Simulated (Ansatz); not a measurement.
Input and command of a plane-wave DFT calculation in Ansatz:

```yaml
crystal:
  lattice:
    - [2.5340966698, 0.0, 0.0]
    - [-1.2670483349, 2.1945920917, 0.0]
    - [0.0, 0.0, 4.112571]
  atoms:
    - { symbol: Cu, position: [0.3333333333, 0.6666666667, 0.25] }
    - { symbol: Cu, position: [0.6666666667, 0.3333333333, 0.75] }
basis:
  ecutwfc: 420
kpoints:
  mp_grid: { grid: [24, 24, 14] }
hamiltonian:
  xc: pbe
scf:
  occupations: { method: cold, width: 0.2 }
output:
  forces: true
  stress: true
  eigenvalues: true
```

```bash
ansatz run input.yaml --threads 1 --pin off --max-ram 2560MiB --backend cpu --events-out ev --progress --plain --runs-dir out
```

Processor: Intel(R) Xeon(R) Processor @ 2.70GHz, 1 thread, on a host shared with other jobs.

Problem. Estimate time, memory and problem size.

Solution. About 11 s on 1 thread of Intel(R) Xeon(R) Processor @ 2.70GHz (shared host), peak memory 0.49 GiB. It solves 23 bands at 488 k points (the mesh reduced by the symmetry that the task leaves, which can be less than the crystal's) with about 451 plane waves, in 5 SCF iterations.
